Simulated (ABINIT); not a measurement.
W, 1 atom in the cell. The structure is cubic, space group Im-3m (No. 229). The conventional cell has a = 3.165 Å, b = 3.165 Å, c = 3.165 Å, α = 90.00°, β = 90.00°, γ = 90.00°. W (site symmetry m-3m) is surrounded by 8 W at 2.74 Å. 

* Program: ABINIT 10.8.3 (patched build)
* Task: equation of state
* Functional: LDA
* Potentials or basis: JTH PAW LDA v2.0
* Cutoff: 408 eV
* k mesh: 12 × 12 × 12
* Occupations: fermi-dirac, width 0.05 eV
* Spin: spin-orbit coupling, no magnetisation
* Fine-grid cutoff: 816.342 eV

Potentials or basis: JTH PAW LDA v2.0.

Command:

```sh
$ abinit run.abi > log 2>&1
```

Hardware: 1 thread of Arm Neoverse V1, with other jobs on the host.

Problem. Estimate the wall time of this run.

Solution. Wall time 2.9 min on 1 thread of Arm Neoverse V1, with other jobs on the host, peak memory 0.13 GiB. Counts: scf iterations 59, mpi ranks 1, k points 88, bands 22, plane waves 321.
